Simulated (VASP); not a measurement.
Set up this calculation in VASP 6.6.1, as the native input.

```yaml
Task: single point
Functional: r2SCAN
Potentials_or_basis: VASP PAW PBE potentials, release 64 (Li_sv, Cl)
Cutoff: 520 eV
k_mesh: 6 × 6 × 6, shifted
Occupations: methfessel-paxton, width 0.0817 eV
Spin: no spin polarisation
Dipole_correction: no
Further_INCAR_settings: ALGO = Normal; EDIFF = 1e-06; NBANDS = 12
```

LiCl:

```xyz
2
Lattice="-0.0304 2.7479 2.7579 2.6827 0.0450 2.6825 2.7260 2.7157 0.0018" Properties=species:S:1:pos:R:3 pbc="T T T"
Li    2.7169    5.3395    2.6938
Cl    2.7374    2.8715    2.5962
```

The cell was built by a generator and needn't be a form met in nature.

The input as run:

POSCAR

```
LiCl
1.0
   -0.0304030000      2.7478922100      2.7579156300
    2.6827177900      0.0450315100      2.6824811200
    2.7259843400      2.7157242500      0.0017649700
Li Cl
1 1
Direct
    0.9617030000      0.0148030000      0.9928190000
    0.4902750000      0.4634250000      0.5535850000
```

INCAR.step1

```
SYSTEM = LiCl
ALGO = Normal ; EDIFF = 1E-4
ENCUT = 520 ; GGA = PE
ISMEAR = -5 ; LASPH = .TRUE.
LCHARG = .FALSE. ; LREAL = .FALSE.
LWAVE = .TRUE. ; NBANDS = 12
NELM = 100 ; PREC = Accurate
SIGMA = 0.0817
```

INCAR.step2

```
SYSTEM = LiCl
ALGO = Normal ; EDIFF = 1E-6
ENCUT = 520 ; ISIF = 2
ISMEAR = 1 ; ISTART = 1
LASPH = .TRUE. ; LCHARG = .FALSE.
LMIXTAU = .TRUE. ; LORBIT = 11
LREAL = .FALSE. ; LWAVE = .FALSE.
METAGGA = R2SCAN ; NBANDS = 12
NELM = 100 ; PREC = Accurate
SIGMA = 0.0817
```

KPOINTS

```
Automatic mesh
0
Gamma
  6 6 6
  0.5 0.5 0
```

Potentials or basis: VASP PAW PBE potentials, release 64 (Li_sv, Cl).

Command:

```bash
$ cat potpaw_PBE.64/Li_sv/POTCAR potpaw_PBE.64/Cl/POTCAR > POTCAR
$ cp INCAR.step1 INCAR
$ mpirun -np 1 vasp_std > vasp.out
$ cp INCAR.step2 INCAR
$ mpirun -np 1 vasp_std > vasp.out
```

It gave:

| Property | Result |
| --- | --- |
| Largest force | 0.056 eV/Å |
| Band gap on the k mesh | 6.62 eV, indirect (least direct gap 6.67 eV) |
| Valence electrons inside the program's atomic spheres | Li 2.00; Cl 5.19 |

Caveat: the PAW data sets were made with another functional, which shifts forces and pressure a little.

Wall time 2.8 min on 1 thread of AMD EPYC 9R14 (Zen 4), with other jobs on the host, peak memory 0.16 GiB.
